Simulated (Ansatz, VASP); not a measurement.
Cd2S: VASP beside Ansatz

```xyz
3
Lattice="3.9889 0.0000 0.0000 -1.9945 3.4545 0.0000 0.0000 0.0000 5.8477" Properties=species:S:1:pos:R:3 pbc="T T T"
Cd    0.0000    2.3030    5.4542
Cd    1.9945    1.1515    3.3842
S     0.0000    2.3030    2.1385
```

Change from the starting cell: volume scaled by 1.02.

Alike in both runs: task single point; functional PBEsol; k mesh 8 × 8 × 5; occupations fermi-dirac, width 0.05 eV; no spin polarisation.

|  | VASP | Ansatz |
| --- | --- | --- |
| version | VASP 6.6.1 | Ansatz 0.2.0 |
| potentials or method | VASP PAW PBE potentials, release 64 (Cd, S) | Ansatz PAW |
| plane-wave cutoff (eV) | 520 | 420 |
| valence electrons in the cell | 30 | 46 |

|  | VASP | Ansatz | Ansatz less VASP |
| --- | --- | --- | --- |
| gap on the k mesh at the Fermi level (eV) | 0.24 | 0.24 | +0.002 |
| least direct gap on the mesh (eV) | 0.56 | 0.56 | +0.001 |
| pressure (GPa) | -3.4 | -3.7 | -0.26 |
| largest component of the traceless stress (GPa) | 0.72 | 0.80 | +0.075 |
| rms of the force components (eV/Å) | 0.081 | 0.090 | +0.0086 |

Atom by atom the forces differ by 0.011 eV/Å (rms over components). The two sets of potentials don't hold the same shells in valence.

Caveats: the PAW data sets were made with another functional, which shifts forces and pressure a little (VASP); an odd mesh through Γ misses points on the zone boundary, where band edges often lie (VASP); odd divisions of the mesh miss points on the zone boundary, where band edges often lie, so the gap on the mesh can be too wide (Ansatz); the PAW data sets come from PBE, with cores solved anew for the run's functional, which leaves a small shift of forces and pressure (Ansatz).
